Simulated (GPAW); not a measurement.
Wanted: an ASE script for a GPAW 26.7.0 run.

```
Task                : single point
Functional          : PBE
Potentials or basis : GPAW PAW data sets (gpaw-data 1.2.1)
Cutoff              : 600 eV
Basis               : pw
k mesh              : 7 × 7 × 7
Occupations         : fermi-dirac, width 0.05 eV
Spin                : no spin polarisation
Maxiter             : 120
Convergence         : default
```

TaN:

```
Ta N
1.0
     0.00000    2.49114    2.49114
     2.49114    0.00000    2.49114
     2.49114    2.49114    0.00000
Ta N
1 1
Direct
  0.00000 0.00000 0.00000
  0.25000 0.25000 0.25000
```

The cell comes from a database or a generator and needn't be the stable form of this composition.

These files were run (other wordings do the same):

run.py

```python
from ase import Atoms
from ase.dft.bandgap import bandgap
from ase.io import write
from ase.units import GPa
from gpaw import GPAW, PW

atoms = Atoms(['Ta', 'N'],
              cell=[[0.0, 2.49114377, 2.49114377],
                    [2.49114377, 0.0, 2.49114377],
                    [2.49114377, 2.49114377, 0.0]],
              scaled_positions=[[0.0, 0.0, 0.0],
                                [0.25, 0.25, 0.25]],
              pbc=True)

calc = GPAW(mode=PW(600),
            xc='PBE',
            kpts={'size': (7, 7, 7), 'gamma': True},
            occupations={'name': 'fermi-dirac', 'width': 0.05},
            nbands=19,
            maxiter=120,
            txt='gpaw.txt')
atoms.calc = calc
energy = atoms.get_potential_energy()
forces = atoms.get_forces()
stress = atoms.get_stress()
calc.write('gs.gpw')
write('result.traj', atoms)
print(f'Energy: {energy:.6f} eV')
print('Forces (eV/A):')
print(forces.round(4))
print('Stress (GPa):', (stress / GPa).round(3))
print('Fermi level:', round(calc.get_fermi_level(), 4), 'eV')
print(f'Gap: {bandgap(calc)[0]:.4f} eV, direct: {bandgap(calc, direct=True)[0]:.4f} eV')
```

Potentials or basis: GPAW PAW data sets (gpaw-data 1.2.1), pw.

Launch:

```sh
$ OMP_NUM_THREADS=1 python run.py
```

Results of the run:

```json
{
  "Pressure": "-29.4 GPa",
  "Band gap on the k mesh": "none (metal or under the smearing width)"
}
```

Caveat: the cutoff is short for stress and forces, so pressures can be off by a GPa or more; a pressure of tens of GPa on the cell as given is suspect, and the run, the potentials or the cell itself is likely at fault.

Run time: 7.6 s on 1 thread of Arm Neoverse V1, on a shared host, peak memory 0.14 GiB.
